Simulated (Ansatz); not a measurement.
## Levels at Γ against strain in Se

```xyz
3
Lattice="4.3552 0.0000 0.0000 -2.1776 3.7717 0.0000 0.0000 0.0000 4.9494" Properties=species:S:1:pos:R:3 pbc="T T T"
Se    0.9451    0.0000    0.8249
Se   -0.4725    0.8185    4.1245
Se    1.7050    2.9532    2.4747
```

Atoms are numbered in the order listed.

The geometry is COD entry 9008579, unchecked; take it as a test cell.

Method: Ansatz 0.2.0, DFT, PBE, all-electron LAPW, scalar-relativistic.

Sampling and basis: a Γ-centred 8×8×6 k mesh, Fermi–Dirac smearing of 0.03 eV, basis error target 0.5 meV/atom, no spin polarisation.

The cell is scaled evenly. Fractional coordinates are held (clamped ions).

The valence-band top of this crystal doesn't lie at Γ but 0.41 eV above the top filled level there.

Only quantities that a quadratic follows smoothly over the whole series are listed; rougher ones are left out.

```
ln(V/Vcell)  direct gap at Γ (eV)  smallest gap on mesh and path (eV)
    -0.0619                 2.652                               1.046
    -0.0408                 2.590                               1.026
    -0.0202                 2.530                               1.008
    -0.0101                 2.501                               0.999
     0.0000                 2.473                               0.989
     0.0100                 2.445                               0.981
     0.0198                 2.418                               0.973
     0.0583                 2.312                               0.942
```

(1) Fit the series and give the slopes at zero strain.

(2) One run, at ln(V/Vcell) = 0.0392, is withheld. Predict its row.

## Answers

(1) Least-squares fits y = p0 + p1 x + p2 x² to the rows give direct gap at Γ (eV): p1 = -2.82, p2 = 1.1; smallest gap on mesh and path (eV): p1 = -0.864, p2 = 0.75. So dEg/dln V = -2.8 eV for the direct gap at Γ, which isn't the fundamental gap here: that one has dEg/dln V = -0.9 eV. Semilocal gaps are too small, but their slopes carry over better.

(2) The fits give 2.364, 0.957; the run gave 2.364, 0.957.
